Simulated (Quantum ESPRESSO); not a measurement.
CuO (Tenorite) under changes of volume

One of the cells (10.135 Å³/atom); the others are scaled copies at fixed shape and fractional positions:

```
Cu O
1.0
     2.34185   -1.71130    0.00000
     2.34185    1.71130    0.00000
    -0.85003    0.00000    5.05787
Cu O
2 2
Direct
  0.50000 0.00000 0.50000
  0.00000 0.50000 0.00000
  0.41840 0.58160 0.75000
  0.58160 0.41840 0.25000
```

* Program: Quantum ESPRESSO 7.5
* Functional: PBE
* Potentials or basis: SSSP 1.3 efficiency PBE
* Cutoff: 748 eV
* Density cutoff: 5987 eV
* k mesh: 10 × 10 × 5
* Occupations: fermi-dirac, width 0.05 eV
* Spin: no spin polarisation

```tsv
volume (Å³/atom)	energy over the lowest point (meV/atom)	pressure (GPa)	largest force (eV/Å)
9.527	52.64	18.9	0.033
9.730	?	?	?
9.932	15.97	9.4	0.184
10.135	6.00	5.4	0.251
10.338	0.86	1.9	0.312
10.540	0.00	-1.3	0.367
10.743	3.01	-4.2	0.419
```

What does the run at 9.730 Å³/atom give?

Energy over the lowest point 31.30 meV/atom; pressure 13.9 GPa; largest force 0.112 eV/Å.

Worked out: A Birch-Murnaghan fit of order 3 (a polynomial in V^(-2/3)) to the other rows has its minimum at 10.48 Å³/atom with B0 = V·E''(V) = 162 GPa and B' = 4.8 at fixed shape and positions, which overstates the stiffness. It gives 31.25 meV/atom at 9.730 Å³/atom, against the run's 31.30, and -dE/dV = 14.4 GPa, against 13.9.

Energies are extrapolated to zero smearing.

Caveats: the run has no spin polarisation, though such a crystal can be magnetic.
